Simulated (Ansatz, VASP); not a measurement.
# ZrAl2 (ZrAl2 in the C11b ordering): VASP beside Ansatz, part 2 of 2

Aim: how closely do two programs agree when they are given the same cell, functional and k mesh? The cell is generated by rule, not measured, and may not be a known phase. The cell is taken from a series of runs on this material, whose earlier steps may have relaxed, scaled, displaced or heated it; both programs get it as it stands.

VASP 6.6.1 and Ansatz 0.2.0.

So far: Starting point; VASP: relaxation of cell and atoms, PBE, pair 1; Ansatz: relaxation of cell and atoms, PBE, pair 1; Comparison; Ansatz: relaxation of cell and atoms, PBE, pair 2.

## Step 6: VASP: relaxation of cell and atoms, PBE, pair 2

Level of this step: PBE; plane waves and PAW (Zr_sv, Al); invented cell (VASP).

The same cell, functional, mesh and smearing now go to VASP, with its own data sets.

The input, INCAR:

```
SYSTEM = ZrAl2
PREC = Accurate
ENCUT = 500
EDIFF = 1E-07
NELM = 120
ISMEAR = 0
SIGMA = 0.1
LREAL = .FALSE.
ALGO = Normal
GGA = PE
NBANDS = 15
LASPH = .TRUE.
LORBIT = 11
LWAVE = .FALSE.
LCHARG = .FALSE.
ISIF = 3
IBRION = 2
NSW = 80
EDIFFG = -0.005
GGA_COMPAT = .FALSE.
NELMIN = 4
KPAR = 2
```

The input, POSCAR:

```
ZrAl2
1.0
    3.2187010000      0.0000000000      0.0000000000
    0.0000000000      3.2187010000      0.0000000000
    1.6093500000      1.6093500000      5.3006750000
Zr Al
1 2
Direct
    0.0000000000      0.0000000000      0.0000000000
    0.6777538768      0.6777538768      0.6444924467
    0.3222461232      0.3222461232      0.3555075533
```

The input, KPOINTS:

```
Automatic mesh
0
Gamma
10 10 10
0 0 0
```

PAW data sets: Zr_sv and Al (PBE family, release 64).

Command:

```sh
> mpirun -np 2 vasp_std
```

Numbers of over 12 decimals in the logs are rounded to 6 here.

The program printed:

```text
[... set-up lines as in an earlier step ...]
 entering main loop
       N       E                     dE             d eps       ncg     rms          rms(c)
DAV:   1     0.913785564871E+02    0.91379E+02   -0.83953E+03  3060   0.106E+03
DAV:   2    -0.131280997747E+02   -0.10451E+03   -0.10097E+03  3851   0.249E+02
DAV:   3    -0.174139783048E+02   -0.42859E+01   -0.41996E+01  5309   0.418E+01
DAV:   4    -0.174989181725E+02   -0.84940E-01   -0.84906E-01  3524   0.566E+00
[...]
DAV:  10    -0.168974446999E+02   -0.45961E-06   -0.33038E-04  3942   0.131E-01    0.495E-02
DAV:  11    -0.168974372255E+02    0.74744E-05   -0.24009E-05  3667   0.374E-02    0.101E-02
DAV:  12    -0.168974373042E+02   -0.78677E-07   -0.63229E-07  3903   0.566E-03
   1 F= -.16897437E+02 E0= -.16892722E+02  d E =-.168974E+02
[... from here on, the cycles between the ionic steps are left out ...]
   2 F= -.16905900E+02 E0= -.16901627E+02  d E =-.846252E-02
   3 F= -.16913982E+02 E0= -.16910269E+02  d E =-.165450E-01
   4 F= -.16914037E+02 E0= -.16910361E+02  d E =-.165996E-01
   5 F= -.16915585E+02 E0= -.16912077E+02  d E =-.154808E-02
   6 F= -.16915660E+02 E0= -.16912201E+02  d E =-.162355E-02
   7 F= -.16915731E+02 E0= -.16912344E+02  d E =-.709508E-04
   8 F= -.16915987E+02 E0= -.16912567E+02  d E =-.326886E-03
[...]
reached required accuracy - stopping structural energy minimisation
```

OUTCAR, selected parts (step 6):

```text
  Total        0.0044515      0.0044515     -0.0147430     -0.0000000      0.0000000      0.0000000
  in kB        0.1299483      0.1299483     -0.4303762     -0.0000000      0.0000000      0.0000000
  external PRESSURE =      -0.0568265 kB  Pullay stress =       0.0000000 kB

 POSITION                                       TOTAL-FORCE (eV/Angst)
 -----------------------------------------------------------------------------------
      3.15851      0.00000     -0.00000         0.000000      0.000000      0.000000
      3.15851      3.15851      3.56060        -0.000000     -0.000000      0.002875
      1.57926      1.57926      1.94091         0.000000      0.000000     -0.002875
 -----------------------------------------------------------------------------------
    total drift:                               -0.000000     -0.000000     -0.000000

  FREE ENERGIE OF THE ION-ELECTRON SYSTEM (eV)
  ---------------------------------------------------
  free  energy   TOTEN  =       -16.9159873595 eV

  energy  without entropy=      -16.9091459540  energy(sigma->0) =      -16.91256666

[... 2 parts as in an earlier step ...]

[... 2 further parts left out ...]
[key lines of the parts left out:]
E-fermi :   8.4949
```

## Step 7: Side by side

The two programs side by side:

| quantity | Ansatz | VASP | difference |
| --- | --- | --- | --- |
| volume (Å³) | 54.87 | 54.88 | -0.03 % |
| edge a after relaxation, in the typed setting (Å) | 3.160 | 3.159 | +0.04 % |
| edge c after relaxation, in the typed setting (Å) | 5.932 | 5.938 | -0.09 % |

## Step 8: VASP: zone-centre phonons, PBE

Second derivatives magnify differences that forces hide, and they need a tight electronic threshold.

The input, INCAR:

```
SYSTEM = ZrAl2
PREC = Accurate
ENCUT = 500
EDIFF = 1E-08
NELM = 120
ISMEAR = 1
SIGMA = 0.2
LREAL = .FALSE.
ALGO = Normal
GGA = PE
NBANDS = 15
LASPH = .TRUE.
LORBIT = 11
LWAVE = .FALSE.
LCHARG = .FALSE.
ISIF = 2
IBRION = 8
GGA_COMPAT = .FALSE.
KPAR = 2
```

The input, POSCAR:

```
ZrAl2
1.0
    3.1582127499      0.0000000000      0.0000000000
    0.0000000000      3.1582127499      0.0000000000
    1.5791063750      1.5791063750      5.5003574007
Zr Al
1 2
Direct
    0.0000000000      0.0000000000      0.0000000000
    0.6763447274      0.6763447274      0.6473105452
    0.3236552726      0.3236552726      0.3526894548
```

The input, KPOINTS:

```
Automatic mesh
0
Gamma
6 6 6
0 0 0
```

Command:

```sh
> mpirun -np 2 vasp_std
```

The program printed:

```text
[... set-up lines as in an earlier step ...]
 entering main loop
       N       E                     dE             d eps       ncg     rms          rms(c)
DAV:   1     0.947116778398E+02    0.94712E+02   -0.83924E+03   900   0.107E+03
DAV:   2    -0.130025893813E+02   -0.10771E+03   -0.10473E+03  1180   0.250E+02
DAV:   3    -0.173006248627E+02   -0.42980E+01   -0.41996E+01  1508   0.414E+01
DAV:   4    -0.174195692349E+02   -0.11894E+00   -0.11892E+00  1123   0.610E+00
[...]
DAV:  15    -0.168630665154E+02    0.37293E-07   -0.13142E-08   804   0.768E-04    0.685E-04
DAV:  16    -0.168630665286E+02   -0.13206E-07   -0.29197E-09   541   0.465E-04    0.214E-04
DAV:  17    -0.168630665282E+02    0.33356E-09   -0.38493E-10   506   0.154E-04
   1 F= -.16863067E+02 E0= -.16862244E+02  d E =-.246645E-02
 Linear response reoptimize wavefunctions to high precision
DAV:   1    -0.168630665290E+02   -0.77534E-09   -0.10330E-10   569   0.634E-05
DAV:   2    -0.168630665290E+02    0.22737E-12   -0.37623E-11   527   0.358E-05
 Linear response DOF=           4
 Linear response progress:
[...]
RMM:   9    -0.523715289095E-02    0.48212E-07   -0.49059E-08  5098   0.297E-04    0.219E-05
RMM:  10    -0.523718255757E-02   -0.29667E-07   -0.85627E-08  5138   0.145E-04    0.821E-06
RMM:  11    -0.523718605764E-02   -0.35001E-08   -0.35649E-08  5135   0.773E-05    0.382E-06
 first order change of Fermi-energy   0.13710E-04
 force on displaced ion       2 direction 1 :  -4.156   0.000   0.001
 Linear response progress:
  Degree of freedom:   4/  4
       N       E                     dE             d eps       ncg     rms          rms(c)
RMM:   1    -0.132619273331E-01   -0.13262E-01   -0.81407E-04  2087   0.712E-01
RMM:   2    -0.110613863044E-01    0.22005E-02   -0.13894E-03  1713   0.190E-01    0.120E-01
RMM:   3    -0.110230486783E-01    0.38338E-04   -0.12040E-03  1530   0.137E-01    0.761E-02
RMM:   4    -0.109810713300E-01    0.41977E-04   -0.95255E-05  1624   0.551E-02    0.392E-02
[...]
RMM:  10    -0.110399430331E-01   -0.14283E-06   -0.63012E-08  2182   0.349E-04    0.277E-05
RMM:  11    -0.110399110605E-01    0.31973E-07    0.76755E-08  2120   0.172E-04    0.175E-05
RMM:  12    -0.110399149840E-01   -0.39235E-08   -0.32376E-09  2180   0.946E-05    0.757E-06
 first order change of Fermi-energy   0.10084E+00
 force on displaced ion       2 direction 3 :  -0.000  -0.000  -5.876
 Linear response finished
```

From OUTCAR (step 8):

```text
  Total        0.0629944      0.0629944     -0.1249245      0.0000000     -0.0000000     -0.0000000
  in kB        1.8396654      1.8396654     -3.6482487      0.0000000     -0.0000000     -0.0000000
  external PRESSURE =       0.0103607 kB  Pullay stress =       0.0000000 kB

 POSITION                                       TOTAL-FORCE (eV/Angst)
 -----------------------------------------------------------------------------------
      0.00000      0.00000      0.00000         0.000000     -0.000000      0.000000
      3.15821      3.15821      3.56044         0.000000      0.000000      0.096994
      1.57911      1.57911      1.93992        -0.000000     -0.000000     -0.096994
 -----------------------------------------------------------------------------------
    total drift:                                0.000000      0.000000      0.000000

[... 2 further parts left out ...]
```

## Step 9: Ansatz: zone-centre phonons, PBE

The same cell, functional, mesh and smearing now go to Ansatz, which takes its cutoff from its data sets.

The cell is taken from a series of runs on this material, whose earlier steps may have relaxed, scaled, displaced or heated it; both programs get it as it stands.

The input, input.yaml:

```yaml
crystal:
  lattice:
    - [3.1582127499, 0.0, 0.0]
    - [0.0, 3.1582127499, 0.0]
    - [1.579106375, 1.579106375, 5.5003574007]
  atoms:
    - { symbol: Zr, position: [0.0, 0.0, 0.0] }
    - { symbol: Al, position: [0.6763447274, 0.6763447274, 0.6473105452] }
    - { symbol: Al, position: [0.3236552726, 0.3236552726, 0.3526894548] }
kpoints:
  mp_grid: { grid: [6, 6, 6] }
hamiltonian:
  xc: pbe
scf:
  occupations: { method: methfessel_paxton, width: 0.2 }
output:
  eigenvalues: true
phonons:
  method: dfpt
  qmesh: [2, 2, 2]
  temperatures: { t_max: 1000, t_step: 50 }
  qpath:
    path:
      - [[0.0, 0.0, 0.0], [0.5, 0.5, 0.5], [0.5, 0.5, 0.75], [0.5, 0.0, 0.5], [0.0, 0.0, 0.0], [0.0, 0.0, 0.5], [0.45878921, 0.0, 0.7293946]]
      - [[0.54121079, 0.0, 0.2706054], [0.0, 0.0, 0.0]]
      - [[0.5, 0.5, 0.5], [0.54121079, 0.45878921, 0.5]]
      - [[0.45878921, 0.45878921, 0.95878921], [0.0, 0.0, 0.5]]
    npoints: 10
```

Command:

```sh
> ansatz run input.yaml --threads 4 --pin off --max-ram 8192MiB --backend cpu --events-out ev --progress --plain --runs-dir out
```

The program printed:

```text
[...]
largest difference from the sums on the solved wave vectors: F 1.22e-1 eV, S 1.75e-4 and C_V 5.37e-5 eV/K
  zero-point energy: 0.106586 eV/cell   skipped modes (ω ≤ 0): 5, of them read as no rigid motion or as one in doubt: 2 (1.250e-3 modes/cell left out, lowest -23.31 cm⁻¹)   left out of the sums: 2.08e-4 of the cell's modes: C_V's classical limit lies that fraction below 3 k_B per atom; for a crystal, a wire or a layer, F and S can be off by more, and a phonons.interpolated_qmesh denser along its periods is the remedy for the sampling
[key lines of the parts left out:]
SCF converged after 8 iterations
Free energy (F): -5259.692462 eV
Fermi energy:    10.565334 eV
```

## Step 10: Differences

What differs besides the data sets and the points named for the pairs above, as far as they apply: VASP's run holds the zone centre alone. Total energies have different zeros and are not compared.

Both answers:

| quantity | Ansatz | VASP | difference |
| --- | --- | --- | --- |
| optical mode 1 to 2 (cm⁻¹) | 191.4 | 191.4 | -0.03 % |
| optical mode 3 (cm⁻¹) | 204.4 | 205.0 | -0.25 % |
| optical mode 4 to 5 (cm⁻¹) | 246.4 | 246.5 | -0.02 % |
| optical mode 6 (cm⁻¹) | 303.2 | 303.4 | -0.06 % |

Modes are paired by rising frequency, not by their patterns, so a pair may set unlike modes beside each other; they are those without the splitting of longitudinal modes.

## Step 11: Summary of results

| Quantity | Value |
| --- | --- |
| difference in edge a after relaxation, in the typed setting (relaxation of cell and atoms, PBE, pair 1) | -0.041 % |
| difference in edge c after relaxation, in the typed setting (relaxation of cell and atoms, PBE, pair 2) | -0.094 % |
| r.m.s. difference of the optical zone-centre modes, each program's sorted by frequency (zone-centre phonons, PBE) | 0.23 cm⁻¹ |

In words: The difference in edge c after relaxation, in the typed setting is -0.094 % (relaxation of cell and atoms, PBE, pair 2), within the 1.2 % picked in this series as the mark of a large difference, as far as the stopping tolerances let one tell. Such differences can come from data sets, numerical settings and the points named under the comparisons, not from the functional's error against experiment.

[Lines on the potential files, build, host, timing and source positions are cut from VASP's logs without a mark.]

[Logs are printed without paths, hosts, clocks, repeated set-up lines and the standing remarks that a program may print on its own settings, such as how far it seeks lower states.]

[Hosts, paths, dates, database ids (printed as entryN), source tags and the programs' standing remarks are cut or masked in the printed files.]
